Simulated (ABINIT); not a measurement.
# Rh (Fm-3m) in ABINIT: a series of runs

Aim: see how the results for Rh move with the level of theory and the settings. Levels: PBE, PBEsol. Tasks: optical spectrum, positron lifetime.

Everything below comes from runs of ABINIT 10.8.3 (patched build). Logs are shortened: lines on timing, memory, paths and dates and some standing lists are left out, and cuts for length are marked. The log counts tension as positive stress, the text compression.

## 1. The structure

Symmetry: Fm-3m, No. 225, cubic system. The conventional cell has a = 3.796 Å, b = 3.796 Å, c = 3.796 Å, α = 90.00°, β = 90.00°, γ = 90.00°. Rh (site symmetry m-3m) has 12 Rh at 2.68 Å as nearest neighbours.

## 2. Optical spectrum, PBE

Input file run.abi:

```
ndtset 3

pp_dirpath "./"
pseudos "Rh.upf"

acell 5.0719591737 5.0719591737 5.0719591737
rprim
     0.0000000000     0.7071067812     0.7071067812
     0.7071067812     0.0000000000     0.7071067812
     0.7071067812     0.7071067812     0.0000000000
ntypat 1
znucl 45
natom 1
typat 1
xred
            0.0            0.0            0.0

ecut 40.0

ngkpt 12 12 12
nshiftk 4
shiftk
     0.5000000000     0.5000000000     0.5000000000
     0.5000000000     0.0000000000     0.0000000000
     0.0000000000     0.5000000000     0.0000000000
     0.0000000000     0.0000000000     0.5000000000
istwfk *1

ixc 11

occopt 4
tsmear 0.136 eV

nstep 80

iomode 3
prteig 0
prtebands 0

nband1 13
tolvrs1 1.0e-12
prtden1 1
prtwf1 0
kptopt1 1

iscf2 -3
getden2 1
nband2 18
nbdbuf2 4
tolwfr2 1.0e-12
nstep2 120
prtden2 0
kptopt2 1

optdriver3 8
wfk_task3 "wfk_optics_fullbz"
getwfk3 2
nband3 14
kptopt3 1
prtevk3 1
inclvkb3 2
```

Input file optic.abi:

```
&FILES
 ddkfile_1 = 'runo_DS3_1_EVK.nc',
 ddkfile_2 = 'runo_DS3_2_EVK.nc',
 ddkfile_3 = 'runo_DS3_3_EVK.nc',
 wfkfile = 'runo_DS3_WFK.nc'
/
&PARAMETERS
 broadening = 0.001837,
 domega = 0.002,
 maxomega = 0.8,
 scissor = 0.000000,
 tolerance = 0.002
/
&COMPUTATIONS
 num_lin_comp = 1,
 lin_comp = 11,
 num_nonlin_comp = 0
/
```

Potentials or basis: PseudoDojo NC SR PBE v0.4.1 standard.

Command:

```sh
abinit run.abi > log 2>&1
optic optic.abi > optic.log 2>&1
```

run.abo:

```text
.Version 10.8.3 of ABINIT
 DATASET    1 : space group Fm -3 m (#225); Bravais cF (face-center cubic)
================================================================================
 Values of the parameters that define the memory need for DATASET  1.
     intxc =       0    ionmov =       0      iscf =       7    lmnmax =       6
     lnmax =       6     mgfft =      30  mpssoang =       3    mqgrid =    3001
     natom =       1  nloc_mem =       1    nspden =       1   nspinor =       1
    nsppol =       1      nsym =      48    n1xccc =    2501    ntypat =       1
    occopt =       4   xclevel =       2
       mpw =        1130          nfft =       27000          nkpt =         182
================================================================================
================================================================================
[... 13 lines left out ...]
 DATASET    3 : space group Fm -3 m (#225); Bravais cF (face-center cubic)
================================================================================
 Values of the parameters that define the memory need for DATASET  3.
     intxc =       0    ionmov =       0      iscf =       7    lmnmax =       6
     lnmax =       6     mgfft =      30  mpssoang =       3    mqgrid =    3001
     natom =       1  nloc_mem =       1    nspden =       1   nspinor =       1
    nsppol =       1      nsym =      48    n1xccc =    2501    ntypat =       1
    occopt =       4   xclevel =       2
       mpw =        1130          nfft =       27000          nkpt =         182
================================================================================
================================================================================

--------------------------------------------------------------------------------
------------- Echo of variables that govern the present computation ------------
--------------------------------------------------------------------------------
 -outvars: echo values of preprocessed input variables --------
            acell      5.0719591737E+00  5.0719591737E+00  5.0719591737E+00 Bohr
              amu      1.02905500E+02
             ecut      4.00000000E+01 Hartree
           getden1          0
           getden2          1
           getden3          0
           getwfk1          0
           getwfk2          0
           getwfk3          2
             iscf1          7
             iscf2         -3
             iscf3          7
              ixc          11
           jdtset        1    2    3
                       outvar_i_n : Printing only first  50 k-points.
         kptrlatt       12  -12   12    -12   12   12    -12  -12   12
          kptrlen      8.60740014E+01
            natom           1
            nband1         13
            nband2         18
            nband3         14
           nbdbuf1          0
           nbdbuf2          4
           nbdbuf3          0
           ndtset           3
            ngfft          30      30      30
             nkpt         182
            nstep1         80
            nstep2        120
            nstep3         80
             nsym          48
           ntypat           1
[... 273 lines left out ...]
 cartesian coordinates (angstrom) at end:
    1      0.00000000000000     0.00000000000000     0.00000000000000
 length scales=  5.071959173700  5.071959173700  5.071959173700 bohr
              =  2.683965207532  2.683965207532  2.683965207532 angstroms
 Eigenvalues (hartree) for nkpt= 182  k points:
 kpt#   1, nband= 18, wtk=  0.00347, kpt= -0.0417 -0.0833  0.0000 (reduced coord)
  -2.29324   -1.09907   -1.09795   -1.09783    0.32244    0.48757    0.49713    0.49736
   0.56501    0.57163    1.21463    1.36181    1.40588    1.41212    1.65931    1.74768
   1.74908    1.78923
      occupation numbers for kpt#   1
   2.00000    2.00000    2.00000    2.00000    2.00000    2.00000    2.00000    2.00000
   2.00000    2.00000    0.00000    0.00000    0.00000    0.00000    0.00000    0.00000
   0.00000    0.00000
 prteigrs : prtvol=0 or 1, do not print more k-points.

--- !EnergyTerms
iteration_state     : {dtset: 2, }
comment             : Components of total free energy in Hartree
kinetic             :  3.87943685926448E+01
hartree             :  1.88152726637601E+01
xc                  : -1.89275914584052E+01
Ewald energy        : -9.23641367389427E+01
psp_core            :  3.94096590081642E+00
local_psp           : -7.47002230772391E+01
non_local_psp       :  7.15275011061309E+00
internal            : -1.17288594006753E+02
'-kT*entropy'       : -2.98231019269783E-06
total_energy        : -1.17288596989063E+02
...

--- !EnergyTermsDC
iteration_state     : {dtset: 2, }
comment             : '"Double-counting" decomposition of free energy'
band_energy         : -6.82125178648129E+00
Ewald energy        : -9.23641367389427E+01
psp_core            :  3.94096590081642E+00
xc_dc               : -2.20441714719391E+01
internal            : -1.17288594096547E+02
'-kT*entropy'       : -2.98231019269783E-06
total_energy_dc     : -1.17288597078857E+02
...

================================================================================
== DATASET  3 ==================================================================

--- !DatasetInfo
iteration_state: {dtset: 3, }
dimensions: {natom: 1, nkpt: 182, mband: 14, nsppol: 1, nspinor: 1, nspden: 1, mpw: 1130, }
cutoff_energies: {ecut:  40.0, pawecutdg:  -1.0, }
electrons: {nelect:   1.70000000E+01, charge:   0.00000000E+00, occopt:   4.00000000E+00, tsmear:   4.99790782E-03, }
meta: {optdriver: 8, wfk_task: 7, }
...

 mkfilename : getwfk/=0, take file _WFK from output of DATASET   2.

 Exchange-correlation functional for the present dataset will be:
  GGA: Perdew-Burke-Ernzerhof functional - ixc=11
  J.P.Perdew, K.Burke, M.Ernzerhof, PRL 77, 3865 (1996)

--------------------------------------------------------------------------------

 Computation of velocity matrix elements (DDK)

 Parameters extracted from the Abinit header:
    ecut:     40.0
    nkpt:    6912
    mband:   18
    nsppol:  1
    nspinor: 1
    useylm:  0
    inclvkb: 2
    bmin: 1, bmax: 18
    Computing diagonal and off-diagonal matrix elements
    Between band index bmin: 1, bmax: 18

== END DATASET(S) ==============================================================
================================================================================

 -outvars: echo values of variables after computation  --------
            acell      5.0719591737E+00  5.0719591737E+00  5.0719591737E+00 Bohr
           etotal1    -1.1728859708E+02
           etotal2    -1.1728859708E+02
           etotal3     0.0000000000E+00
            fcart1    -0.0000000000E+00 -0.0000000000E+00 -0.0000000000E+00
            fcart3     0.0000000000E+00  0.0000000000E+00  0.0000000000E+00
            rprim      0.0000000000E+00  7.0710678120E-01  7.0710678120E-01
                       7.0710678120E-01  0.0000000000E+00  7.0710678120E-01
                       7.0710678120E-01  7.0710678120E-01  0.0000000000E+00
           strten1    -2.2357808295E-04 -2.2357808295E-04 -2.2357808295E-04
                       0.0000000000E+00  0.0000000000E+00  0.0000000000E+00
           strten3     0.0000000000E+00  0.0000000000E+00  0.0000000000E+00
                       0.0000000000E+00  0.0000000000E+00  0.0000000000E+00
 Calculation completed.
```

Wall time 3.6 min (1 thread of Arm Neoverse V1, shared host); peak memory 2.5 GiB.

What came out:

| Item | Value |
| --- | --- |
| Free energy | -3191.5853 eV |
| Pressure | 6.6 GPa |

Dielectric function (mean over the directions given):
```tsv
energy (eV)	real part	imaginary part
0.33	-11.27	114.70
0.98	-20.43	45.84
1.63	-10.03	40.55
2.29	-6.10	23.48
2.94	-7.27	15.52
3.70	-9.79	8.37
4.35	-4.44	4.79
5.01	-3.65	3.74
5.66	-1.71	3.53
6.31	-0.51	2.43
7.08	-0.35	1.23
7.73	0.46	2.02
8.38	1.27	1.62
9.03	0.49	1.28
9.69	2.42	1.87
10.45	3.09	1.68
11.10	1.69	2.45
11.76	2.34	2.11
12.41	0.99	2.25
13.06	1.58	1.92
13.82	1.77	2.50
14.48	1.61	1.85
15.13	1.49	2.23
15.78	1.48	2.46
16.44	2.15	1.96
17.20	1.63	2.38
17.85	2.01	2.17
18.50	1.69	2.73
19.16	1.30	4.17
19.92	0.82	4.46
```

Caveat: the intraband (Drude) term is left out; spectra need much finer meshes, so this one isn't converged; independent-particle spectra lack excitons.

## 3. Optical spectrum, PBEsol

Changes to run.abi since step 2:

```diff
@@ -1,3 +1,5 @@
+# Datasets
 ndtset 3
 
+# Pseudopotentials
 pp_dirpath "./"
@@ -5,3 +7,4 @@
 
-acell 5.0719591737 5.0719591737 5.0719591737
+# Structure
+acell 2.6839652093 2.6839652093 2.6839652093 Angstrom
 rprim
@@ -17,4 +20,6 @@
 
+# Plane-wave basis
 ecut 40.0
 
+# k points
 ngkpt 12 12 12
@@ -28,4 +33,6 @@
 
-ixc 11
+# Exchange and correlation
+ixc -116133
 
+# Bands and occupations
 occopt 4
@@ -33,4 +40,6 @@
 
+# SCF cycle
 nstep 80
 
+# Output
 iomode 3
@@ -39,2 +48,3 @@
 
+# Dataset 1: ground state
 nband1 13
@@ -45,5 +55,6 @@
 
+# Dataset 2: empty bands at fixed density
 iscf2 -3
 getden2 1
-nband2 18
+nband2 24
 nbdbuf2 4
@@ -54,2 +65,3 @@
 
+# Dataset 3: wave functions and velocity matrix elements in the full zone
 optdriver3 8
@@ -57,3 +69,3 @@
 getwfk3 2
-nband3 14
+nband3 20
 kptopt3 1
```

Changes to optic.abi since step 2:

```diff
@@ -7,3 +7,3 @@
 &PARAMETERS
- broadening = 0.001837,
+ broadening = 0.007350,
  domega = 0.002,
```

Potentials or basis: PseudoDojo NC SR PBEsol v0.4.1 standard.

Command:

```sh
abinit run.abi > log 2>&1
optic optic.abi > optic.log 2>&1
```

run.abo:

```text
.Version 10.8.3 of ABINIT
 DATASET    1 : space group Fm -3 m (#225); Bravais cF (face-center cubic)
================================================================================
 Values of the parameters that define the memory need for DATASET  1.
     intxc =       0    ionmov =       0      iscf =       7    lmnmax =       6
     lnmax =       6     mgfft =      30  mpssoang =       3    mqgrid =    3001
     natom =       1  nloc_mem =       1    nspden =       1   nspinor =       1
    nsppol =       1      nsym =      48    n1xccc =    2501    ntypat =       1
    occopt =       4   xclevel =       2
       mpw =        1130          nfft =       27000          nkpt =         182
================================================================================
================================================================================
[... 13 lines left out ...]
 DATASET    3 : space group Fm -3 m (#225); Bravais cF (face-center cubic)
================================================================================
 Values of the parameters that define the memory need for DATASET  3.
     intxc =       0    ionmov =       0      iscf =       7    lmnmax =       6
     lnmax =       6     mgfft =      30  mpssoang =       3    mqgrid =    3001
     natom =       1  nloc_mem =       1    nspden =       1   nspinor =       1
    nsppol =       1      nsym =      48    n1xccc =    2501    ntypat =       1
    occopt =       4   xclevel =       2
       mpw =        1130          nfft =       27000          nkpt =         182
================================================================================
================================================================================

--------------------------------------------------------------------------------
------------- Echo of variables that govern the present computation ------------
--------------------------------------------------------------------------------
 -outvars: echo values of preprocessed input variables --------
            acell      5.0719591770E+00  5.0719591770E+00  5.0719591770E+00 Bohr
              amu      1.02905500E+02
             ecut      4.00000000E+01 Hartree
           getden1          0
           getden2          1
           getden3          0
           getwfk1          0
           getwfk2          0
           getwfk3          2
             iscf1          7
             iscf2         -3
             iscf3          7
              ixc     -116133
           jdtset        1    2    3
                       outvar_i_n : Printing only first  50 k-points.
         kptrlatt       12  -12   12    -12   12   12    -12  -12   12
[... 298 lines left out ...]
iteration_state     : {dtset: 2, }
comment             : Components of total free energy in Hartree
kinetic             :  3.87112477315466E+01
hartree             :  1.87448825140625E+01
xc                  : -1.88053910737227E+01
Ewald energy        : -9.23641366780867E+01
psp_core            :  3.96385583130149E+00
local_psp           : -7.44503030275553E+01
non_local_psp       :  6.98437902032272E+00
internal            : -1.17215465682131E+02
'-kT*entropy'       : -5.54290036724792E-07
total_energy        : -1.17215466236422E+02
...

--- !EnergyTermsDC
iteration_state     : {dtset: 2, }
comment             : '"Double-counting" decomposition of free energy'
band_energy         : -6.93021054141906E+00
Ewald energy        : -9.23641366780867E+01
psp_core            :  3.96385583130149E+00
xc_dc               : -2.18849744429091E+01
internal            : -1.17215465831113E+02
'-kT*entropy'       : -5.54290036724792E-07
total_energy_dc     : -1.17215466385403E+02
...

================================================================================
== DATASET  3 ==================================================================

--- !DatasetInfo
iteration_state: {dtset: 3, }
dimensions: {natom: 1, nkpt: 182, mband: 20, nsppol: 1, nspinor: 1, nspden: 1, mpw: 1130, }
cutoff_energies: {ecut:  40.0, pawecutdg:  -1.0, }
electrons: {nelect:   1.70000000E+01, charge:   0.00000000E+00, occopt:   4.00000000E+00, tsmear:   4.99790782E-03, }
meta: {optdriver: 8, wfk_task: 7, }
...

 mkfilename : getwfk/=0, take file _WFK from output of DATASET   2.

--------------------------------------------------------------------------------

 Computation of velocity matrix elements (DDK)

 Parameters extracted from the Abinit header:
    ecut:     40.0
    nkpt:    6912
    mband:   24
    nsppol:  1
    nspinor: 1
    useylm:  0
    inclvkb: 2
    bmin: 1, bmax: 24
    Computing diagonal and off-diagonal matrix elements
    Between band index bmin: 1, bmax: 24

== END DATASET(S) ==============================================================
================================================================================

 -outvars: echo values of variables after computation  --------
            acell      5.0719591770E+00  5.0719591770E+00  5.0719591770E+00 Bohr
           etotal1    -1.1721546639E+02
           etotal2    -1.1721546639E+02
           etotal3     0.0000000000E+00
            fcart1    -0.0000000000E+00 -0.0000000000E+00 -0.0000000000E+00
            fcart3     0.0000000000E+00  0.0000000000E+00  0.0000000000E+00
            rprim      0.0000000000E+00  7.0710678120E-01  7.0710678120E-01
                       7.0710678120E-01  0.0000000000E+00  7.0710678120E-01
                       7.0710678120E-01  7.0710678120E-01  0.0000000000E+00
           strten1     1.4905149981E-04  1.4905149981E-04  1.4905149981E-04
                       0.0000000000E+00  0.0000000000E+00  0.0000000000E+00
           strten3     0.0000000000E+00  0.0000000000E+00  0.0000000000E+00
                       0.0000000000E+00  0.0000000000E+00  0.0000000000E+00
 Calculation completed.
```

It took 2.9 min on 1 thread of Intel Xeon 6975P-C (Granite Rapids), shared host; peak memory 3.4 GiB.

What came out:

* Free energy: -3189.5953 eV
* Pressure: -4.4 GPa

Dielectric function (mean over the directions given):
| energy (eV) | real part | imaginary part |
| --- | --- | --- |
| 0.33 | 63.79 | 86.74 |
| 1.31 | 8.76 | 46.73 |
| 2.29 | -6.43 | 20.70 |
| 3.37 | -8.15 | 12.39 |
| 4.35 | -4.07 | 5.04 |
| 5.44 | -1.70 | 3.38 |
| 6.42 | -0.85 | 2.85 |
| 7.51 | 0.23 | 1.96 |
| 8.49 | 1.05 | 1.50 |
| 9.58 | 2.18 | 1.73 |
| 10.56 | 2.25 | 2.30 |
| 11.65 | 1.68 | 2.45 |
| 12.63 | 1.60 | 2.28 |
| 13.71 | 1.61 | 2.26 |
| 14.69 | 1.65 | 2.18 |
| 15.78 | 1.61 | 2.23 |
| 16.76 | 1.66 | 2.21 |
| 17.85 | 1.97 | 2.29 |
| 18.83 | 2.38 | 3.29 |
| 19.92 | 0.84 | 4.01 |

Caveat: the intraband (Drude) term is left out; spectra need much finer meshes, so this one isn't converged; independent-particle spectra lack excitons.

(Continued in part 2 of 2.)
